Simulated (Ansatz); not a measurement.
## TaN: zone-centre modes at 40 GPa

Level of theory: DFT PBE, scalar-relativistic, plane waves, PAW in Ansatz 0.2.0. Settings: 420 eV plane-wave cutoff, Γ-centred 16×16×16 mesh, Fermi-Dirac smearing of 0.15 eV. No spin polarisation. Phonons by linear response, acoustic sum rule imposed.

The cell, relaxed at 40 GPa:
```
CELL_PARAMETERS angstrom
0.00000 2.13815 2.13815
2.13815 0.00000 2.13815
2.13815 2.13815 0.00000
ATOMIC_POSITIONS crystal
Ta 0.50000 0.50000 0.50000
N 0.00000 0.00000 0.00000
```

In a metal, frequencies and elastic constants depend on the k mesh and the smearing, soft modes and shear constants most. Spin–orbit coupling is left out, which can shift energies with elements as heavy as these. Other phases may be more stable at this pressure.

Optical modes at Γ; i marks an imaginary frequency:
```json
{"frequency (THz)": "15.19", "degeneracy": "3"}
```

All 3 optical modes at Γ are real: no displacement of atoms at fixed cell lowers the energy to second order. Strains and modes at other wave vectors aren't tested by this run.

This rock-salt form isn't the usual stable structure of the compound at low pressure.

Cost: 1 run of about 0.99 core-minutes, on Intel Xeon Processor @ 2.50GHz (Skylake/Cascade Lake) (shared hosts).